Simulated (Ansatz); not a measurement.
# Sc in Cu(111), 2x2: scattering by a point defect

Wanted: the reflection from a plane of defects, Sc in Cu(111), 2x2, and the resistivity it implies.

Method: Ansatz plane-wave DFT, PBE, PAW files; ballistic transport by layer matching (Landauer), zero bias; PAW set soft_1, in the first sound run; inputs show where later runs differ, in Ansatz 0.2.0.

Report form: the programs' logs are mostly left out.

### Step 1. Set-up

The cell holds 44 atoms: 43 Cu and 1 Sc. Its edges and angles: a = 5.112 Å, b = 5.112 Å, c = 23.005 Å, α = 86.8°, β = 93.2°, γ = 120.0°. It derives from Cu. Regions: lead, 24 atoms (24 Cu); scattering region, 20 atoms (19 Cu and 1 Sc). The structure is stacked along c, and the current runs across the ab planes.

### Step 2. Transmission at ideal sites

The defect sits in one plane of the supercell, all atoms on ideal sites; the layers about the cell's end are the lead. The mesh across the current, 12×12, is finer than the density's, because channels open and close sharply across the zone. Energies from -0.1 to 0.1 eV in steps of 0.05 eV are too few for the program's thermal sum, so it prints no conductance; for a metal the transmission near the Fermi level serves, at a fraction of the cost.

Input file input.yaml:

```yaml
crystal:
  lattice:
    - [5.1123254594, 0.0, 0.0]
    - [-2.5561627297, 4.4274037203, 0.0]
    - [-1.2780813649, 0.73790062, 22.9580794202]
  atoms:
    - { symbol: Cu, position: [0.0075757576, 0.9924242424, 0.0454545455] }
    - { symbol: Cu, position: [0.0075757576, 0.4924242424, 0.0454545455] }
    - { symbol: Cu, position: [0.5075757576, 0.9924242424, 0.0454545455] }
    - { symbol: Cu, position: [0.5075757576, 0.4924242424, 0.0454545455] }
    - { symbol: Cu, position: [0.1893939394, 0.3106060606, 0.1363636364] }
    - { symbol: Cu, position: [0.1893939394, 0.8106060606, 0.1363636364] }
    - { symbol: Cu, position: [0.6893939394, 0.3106060606, 0.1363636364] }
    - { symbol: Cu, position: [0.6893939394, 0.8106060606, 0.1363636364] }
[... 32 atom lines left out ...]
    - { symbol: Cu, position: [0.3257575758, 0.1742424242, 0.9545454545] }
    - { symbol: Cu, position: [0.3257575758, 0.6742424242, 0.9545454545] }
    - { symbol: Cu, position: [0.8257575758, 0.1742424242, 0.9545454545] }
    - { symbol: Cu, position: [0.8257575758, 0.6742424242, 0.9545454545] }
kpoints:
  mp_grid: { grid: [5, 5, 1] }
hamiltonian:
  xc: pbe
  pseudopotentials: { kind: paw, azcp: { folder: soft_1 } }
scf:
  occupations: { method: fermi_dirac, width: 0.1 }
output:
  transmission: { leads: [[0, 4]], kmesh: [12, 12], e_range: [-0.1, 0.1], de: 0.05 }
  write_potential: true
  write_density: true
  volumetric_format: npy
  elf: true
```

The run is started by

```
$ ansatz run input.yaml --threads 4 --pin off --max-ram 15360MiB --backend cpu --events-out ev --progress --plain --runs-dir out
```

Run time: 3.7 min. Hardware: 4 threads of Intel Xeon Platinum 8488C (Sapphire Rapids), shared host; peak memory 5.2 GiB.

Numbers from this step:

```yaml
free_energy: -287018.4224 eV
energy_at_zero_smearing: -287018.1685 eV
fermi_energy: 16.49 eV
cell_area: 22.63 Å²
transmission_per_spin_nearest_the_fermi_level: 2.106
open_channels_per_spin_nearest_the_fermi_level: 3.118
step_of_the_lead_s_potential: 3.9 meV
```

Per spin. The transmission, zone mean by energy, zero at the Fermi level:

```tsv
energy (eV)	transmission, zone mean
-0.1000	2.26
-0.0500	2.21
0.0000	2.11
0.0500	1.98
0.1000	1.94
```

Per spin. Table of open channels, zone mean, lead by energy, zero at the Fermi level:

```tsv
energy (eV)	open channels, zone mean, lead
-0.1000	3.15
-0.0500	3.15
0.0000	3.12
0.0500	3.15
0.1000	3.15
```

Transmission over k1 and k2. At 0.0000 eV from the Fermi level.

Values, 12 rows by 12 columns:
```
1.82 2.23 1.96 2.31 2.31 1.96 2.23 1.82 2.22 2.19 2.19 2.22
2.24 1.96 2.42 2.17 2.41 2.17 2.42 1.96 2.24 1.50 2.18 2.19
2.23 2.31 2.17 2.64 2.12 2.12 2.64 2.16 2.31 2.23 1.50 2.19
2.24 2.31 2.41 2.12 2.13 1.78 2.13 2.11 2.41 2.31 2.24 2.22
1.82 1.96 2.17 2.12 1.78 1.55 1.55 1.78 2.11 2.16 1.96 1.82
2.16 2.23 2.42 2.64 2.13 1.55 0.02 1.55 2.13 2.64 2.42 2.23
1.82 1.82 1.96 2.16 2.11 1.78 1.55 1.55 1.78 2.12 2.17 1.96
2.24 2.22 2.24 2.31 2.41 2.11 2.13 1.78 2.13 2.12 2.41 2.31
2.23 2.19 1.50 2.23 2.31 2.16 2.64 2.12 2.12 2.64 2.17 2.31
2.24 2.19 2.18 1.50 2.24 1.96 2.42 2.17 2.41 2.17 2.42 1.96
1.82 2.22 2.19 2.19 2.22 1.82 2.23 1.96 2.31 2.31 1.96 2.23
2.16 1.82 2.24 2.23 2.24 1.82 2.16 1.82 2.24 2.23 2.24 1.82
```
Columns: k1 (b1) from -0.5 to 0.417; rows upwards: k2 (b2) from -0.5 to 0.417.

Open channels over k1 and k2. At 0.0000 eV from the Fermi level.

Ten even steps from '_' (2.00) to '@' (4.00):
```
++@@++++++++@@++++++++++
++++@@++++++@@++++__++++
++++++@@++++@@++++++__++
++++++++++++++++++++++++
++++++++++++++++++++++++
@@@@@@@@++++++++++@@@@@@
++++++++++++++++++++++++
++++++++++++++++++++++++
++++__++++++@@++++@@++++
++++++__++++@@++++++@@++
++++++++++++@@++++++++@@
@@++++++++++@@++++++++++
```
Columns: k1 (b1) from -0.5 to 0.417; rows upwards: k2 (b2) from -0.5 to 0.417.

Valence density in the ca plane at fractional y = 0.083, with atoms of Sc and Cu within 0.2 Å of it. It is the smooth field of the valence electrons, not physical close to the nuclei.

Ten steps, logarithmic in the rise over the least value, from '0' (0 e/Å³) to '9' (49 e/Å³), each cell a mean:
```
00000025531000000000000489620000000000003786
00000148851000000000000489620000000000001453
00000047841000000000000245300000000122100110
00000024420011100001100011000011000243100000
00000001100023310012100000000111000233100111
00000000000024310011100011100011000011001353
00000001100012100000000244310000000000003796
00000025531000000000000356520000000000003786
00000148851000000000000355420000000000001453
00000047841000000000000234200000000122100110
00000024420011100001100011000011000243100000
00000001100023310012100000000111000233100111
00000000000024310011100011100011000011001353
00000001100012100000000246310000000000003796
```
Columns run along c (16.0 Å, from fractional 0.11 to 0.80 of the cell), rows up along a (5.1 Å). Atoms in or near the plane, at fractional coordinates: Sc at (0.50, 0.42), Cu at (0.50, 0.92), Cu at (0.77, 0.46), Cu at (0.77, 0.96).

ELF in the ca plane at fractional y = 0.083, with atoms of Sc and Cu within 0.2 Å of it. It is the smooth field of the valence electrons, not physical close to the nuclei.

Values, 8 rows by 16 columns, each cell a mean:
```
0.23 0.24 0.21 0.20 0.24 0.23 0.25 0.28 0.23 0.39 0.25 0.26 0.24 0.23 0.19 0.26
0.22 0.24 0.23 0.20 0.22 0.20 0.23 0.23 0.20 0.19 0.23 0.19 0.20 0.16 0.21 0.19
0.22 0.22 0.19 0.20 0.17 0.17 0.19 0.18 0.23 0.18 0.22 0.17 0.19 0.15 0.21 0.18
0.20 0.20 0.20 0.21 0.17 0.17 0.20 0.22 0.29 0.45 0.22 0.22 0.21 0.20 0.19 0.27
0.23 0.24 0.21 0.20 0.24 0.22 0.25 0.29 0.41 0.41 0.26 0.28 0.23 0.23 0.19 0.26
0.22 0.24 0.23 0.21 0.22 0.20 0.23 0.25 0.32 0.43 0.21 0.19 0.20 0.16 0.21 0.19
0.22 0.22 0.18 0.20 0.17 0.16 0.19 0.19 0.21 0.19 0.22 0.17 0.19 0.15 0.21 0.18
0.20 0.20 0.20 0.21 0.17 0.17 0.20 0.20 0.21 0.18 0.24 0.21 0.22 0.20 0.19 0.27
```
Columns run along c (16.0 Å, from fractional 0.11 to 0.80 of the cell), rows up along a (5.1 Å). Atoms in or near the plane, at fractional coordinates: Sc at (0.50, 0.42), Cu at (0.50, 0.92), Cu at (0.77, 0.46), Cu at (0.77, 0.96).

Electrostatic potential energy in the ca plane at fractional y = 0.083, with atoms of Sc and Cu within 0.2 Å of it. With pseudopotentials it is smooth inside the atoms' cores, unlike the true potential.

Ten even steps from '0' (-44 eV) to '9' (19 eV), each cell a mean:
```
99999962258999999999998400169999999999995001
99999830027999999999998400179999999988997435
99999830038999999999999732589988999766899888
99999964469986789988899987899877898634799999
99999998899963479986799988999877899645899878
99999999999863479987899876789988999878997424
99999998789976799999998632479999999999995001
99999962258999999999998400268999999999995001
99999830027999999999998410268999999988997435
99999830038999999999998643589988999766899888
99999964469986789988899877899877898634799999
99999998899963479986799998999877899645899878
99999999999863479987899977899988999878997424
99999998789976799999999721489999999999995001
```
Columns run along c (16.0 Å, from fractional 0.11 to 0.80 of the cell; values clipped at the 3rd and 97th percentile), rows up along a (5.1 Å). Atoms in or near the plane, at fractional coordinates: Sc at (0.50, 0.42), Cu at (0.50, 0.92), Cu at (0.77, 0.46), Cu at (0.77, 0.96).

Over the solved energies the transmission per spin lies between 1.94 and 2.26, out of 3.14 channels of the lead on average (up to 3.15).

### Step 3. Resistance at ideal sites

This step: Ansatz plane-wave DFT, PBE, PAW files; ballistic transport by layer matching (Landauer), zero bias; area resistance of the defect plane and resistivity an atomic per cent; PAW set soft_1 (Ansatz 0.2.0).

This step gave:

```yaml
area_resistance: 0.4606 fΩ m²
t_over_the_leads_mean_channel_count: 0.6691
resistivity_per_at_scaled_from_this_dense_plane_with_the_factor_3_over_4_for_isotropic_scattering: 6.621 µΩ cm
```

Averaged over the energies near the Fermi level, 66.9 % of the channels pass, which makes 0.461 fΩ m².

By hand, with T and the leads' channels N averaged over the energies near the Fermi level: RA = A (h/2e²)(1/T − 1/N) = 22.63×10⁻²⁰ m² × 12 906 Ω × (1/2.099 − 1/3.137) = 0.461 fΩ m². Per atomic per cent: RA × A / V_atom × 0.01 × 3/4 = 6.62 µΩ cm, with the host's V_atom = 11.81 Å³.

### Step 4. Relaxing the neighbours

The neighbours of the defect are let go while the lead's layers stay on their sites, since a lead must repeat to 0.01 Å.

This step: Ansatz plane-wave DFT, PBE, PAW files; relaxation with the lead's layers held; PAW set soft_1 (Ansatz 0.2.0).

Edit input.yaml of step 2 so:

```diff
@@ -57,7 +57,6 @@
   occupations: { method: fermi_dirac, width: 0.1 }
-output:
-  transmission: { leads: [[0, 4]], kmesh: [12, 12], e_range: [-0.1, 0.1], de: 0.05 }
-  write_potential: true
-  write_density: true
-  volumetric_format: npy
-  elf: true
+relax:
+  f_tol: 0.03
+  max_steps: 40
+  constraints:
+    - { sites: [0, 1, 2, 3, 4, 5, 6, 7, 8, 9, 10, 11, 32, 33, 34, 35, 36, 37, 38, 39, 40, 41, 42, 43] }
```

It took 2.2 min on 4 threads; peak memory 5.2 GiB.

The steps of the relaxation:

```tsv
step	energy less that of the first step (eV)	largest force component (eV/Å)
1	0.0000	0.5571
2	-0.1233	0.3069
3	-0.1828	0.0419
4	-0.1832	0.0032
```

Forces are held to the 4 operations that the run works with; a distortion that breaks them can't arise in this run.

The atoms that moved most (Å):

```tsv
atom	dx	dy	dz	length
Cu25	-0.025	-0.012	0.086	0.091
Cu28	-0.002	0.028	0.086	0.091
Cu19	0.025	0.012	-0.086	0.091
Cu18	0.002	-0.028	-0.086	0.091
Cu27	0.020	-0.011	0.085	0.088
Cu17	-0.020	0.011	-0.085	0.088
Cu32	-0.001	0.001	0.074	0.074
Cu14	0.001	-0.001	-0.074	0.074
```

This step gave:

```
free energy             : -287018.6056 eV
energy at zero smearing : -287018.3511 eV
Fermi energy            : 16.50 eV
```

The largest force component on a free atom ends at 0.0032 eV/Å, under the tolerance of 0.03, after 4 steps.

### Step 5. Transmission after relaxation, relaxed yes

The transmission is solved again on the relaxed atoms.

This step: Ansatz plane-wave DFT, PBE, PAW files; ballistic transport by layer matching (Landauer), zero bias; PAW set soft_1 (Ansatz 0.2.0).

Input file input.yaml:

```yaml
crystal:
  lattice:
    - [5.1123254594, 0.0, 0.0]
    - [-2.5561627297, 4.4274037203, 0.0]
    - [-1.2780813649, 0.73790062, 22.9580794202]
  atoms:
    - { symbol: Cu, position: [0.0075757576, 0.9924242424, 0.0454545455] }
    - { symbol: Cu, position: [0.0075757576, 0.4924242424, 0.0454545455] }
    - { symbol: Cu, position: [0.5075757576, 0.9924242424, 0.0454545455] }
    - { symbol: Cu, position: [0.5075757576, 0.4924242424, 0.0454545455] }
    - { symbol: Cu, position: [0.1893939394, 0.3106060606, 0.1363636364] }
    - { symbol: Cu, position: [0.1893939394, 0.8106060606, 0.1363636364] }
    - { symbol: Cu, position: [0.6893939394, 0.3106060606, 0.1363636364] }
    - { symbol: Cu, position: [0.6893939394, 0.8106060606, 0.1363636364] }
[... 32 atom lines left out ...]
    - { symbol: Cu, position: [0.3257575758, 0.1742424242, 0.9545454545] }
    - { symbol: Cu, position: [0.3257575758, 0.6742424242, 0.9545454545] }
    - { symbol: Cu, position: [0.8257575758, 0.1742424242, 0.9545454545] }
    - { symbol: Cu, position: [0.8257575758, 0.6742424242, 0.9545454545] }
kpoints:
  mp_grid: { grid: [5, 5, 1] }
hamiltonian:
  xc: pbe
  pseudopotentials: { kind: paw, azcp: { folder: soft_1 } }
scf:
  occupations: { method: fermi_dirac, width: 0.1 }
output:
  transmission:
    leads: [[0, 4]]
    kmesh: [10, 10]
    e_range: [-0.05, 0.05]
    de: 0.05
  write_potential: true
  write_density: true
  volumetric_format: npy
```

Wall time 2.6 min (4 threads); peak memory 5.2 GiB.

Numbers from this step:

```
energy at zero smearing                        : -287018.3510 eV
transmission per spin nearest the Fermi level  : 2.289
open channels per spin nearest the Fermi level : 3.21
step of the lead's potential                   : 6.3 meV
```

Per spin. The transmission, zone mean by energy, zero at the Fermi level:

```tsv
energy (eV)	transmission, zone mean
-0.0500	2.32
0.0000	2.29
0.0500	2.25
```

Transmission over k1 and k2. At 0.0000 eV from the Fermi level.

Ten even steps from '0' (0.05) to '9' (2.65):
```
8889888888
8899998888
8999699988
8896666988
8899606998
8889666698
8889996999
8888899998
8888888988
8888888888
```
Columns: k1 (b1) from -0.5 to 0.4; rows upwards: k2 (b2) from -0.5 to 0.4.

Over the solved energies the transmission per spin lies between 2.25 and 2.32, out of 3.21 channels of the lead on average (up to 3.21).

### Step 6. Resistance after relaxation

This step: Ansatz plane-wave DFT, PBE, PAW files; ballistic transport by layer matching (Landauer), zero bias; area resistance of the defect plane and resistivity an atomic per cent; PAW set soft_1 (Ansatz 0.2.0).

Numbers from this step:

```
area resistance                                                                                 : 0.3673 fΩ m²
T over the leads' mean channel count                                                            : 0.7125
resistivity per at.% scaled from this dense plane, with the factor 3/4 for isotropic scattering : 5.279 µΩ cm
```

Averaged over the energies near the Fermi level, 71.2 % of the channels pass, which makes 0.367 fΩ m², against 0.461 on ideal sites.

### Step 7. What came out

```json
{"share of channels that pass, rigid": "0.669", "area resistance, rigid": "0.461 fΩ m²", "resistivity per at.% from the area resistance, times 3/4, rigid": "6.62 µΩ cm", "share of channels that pass, relaxed": "0.712", "area resistance, relaxed": "0.367 fΩ m²", "resistivity per at.% from the area resistance, times 3/4, relaxed": "5.28 µΩ cm"}
```

The plane of defects adds 0.37 fΩ m². Scaled to one atomic per cent that is 7.0 µΩ cm as it stands and 5.3 with the factor 3/4 for isotropic scattering on a spherical Fermi surface; with the reflection in place of the resistance taken as linear in the density it would be 3.8. These are rough estimates of the dilute value, not bounds. One Sc in each 2x2 cell reflects 29 % of the lead's channels. The relaxed cell differs by -20 % in resistance; between the two runs the lead's own channel count goes from 3.14 to 3.21, so sampling may have a part in it. The defects form a dense periodic sheet that scatters coherently, unlike a dilute random alloy. T and N are means over the solved energies nearest the Fermi level.

[Logs are printed without paths, hosts, clocks, repeated set-up lines and the standing remarks that a program may print on its own settings, such as how far it seeks lower states.]

[Hosts, paths, dates, database ids (printed as entryN), source tags and the programs' standing remarks are cut or masked in the printed files.]
